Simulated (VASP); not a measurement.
Here is a VASP 6.6.1 calculation.

The input INCAR:

```
PREC = Accurate
ENCUT = 520
EDIFF = 1E-6
ISMEAR = 0
SIGMA = 0.1
LREAL = F
LASPH = T
NELM = 100
ALGO = Fast
ISIF = 2
LWAVE = F
LCHARG = F
GGA = PS
NBANDS = 18
```

The input KPOINTS:

```
regular mesh
0
Gamma
  15 15 10
```

POSCAR

```
PtSe2
1.0
    3.7615275811      0.0000000000      0.0000000000
   -1.8807637905      3.2575784423      0.0000000000
    0.0000000000      0.0000000000      4.8570718626
Pt Se
1 2
Direct
    0.0000000000      0.0000000000      0.0000000000
    0.3333333333      0.6666666667      0.2608883952
    0.6666666667      0.3333333333      0.7391116048
```

Potentials or basis: VASP PAW PBE potentials, release 64 (Pt, Se).

Command:

```sh
$ cat potpaw_PBE.64/Pt/POTCAR potpaw_PBE.64/Se/POTCAR > POTCAR
$ mpirun -np 1 vasp_std > vasp.out
```

(1) Predict the largest force.

(2) What does it give for the pressure?

(3) What does it give for the band gap on the k mesh?

Answers

(1) 0.014 eV/Å.

(2) 0.1 GPa.

(3) none (metal or under the smearing width).

Caveat: the PAW data sets were made with another functional, which shifts forces and pressure a little.
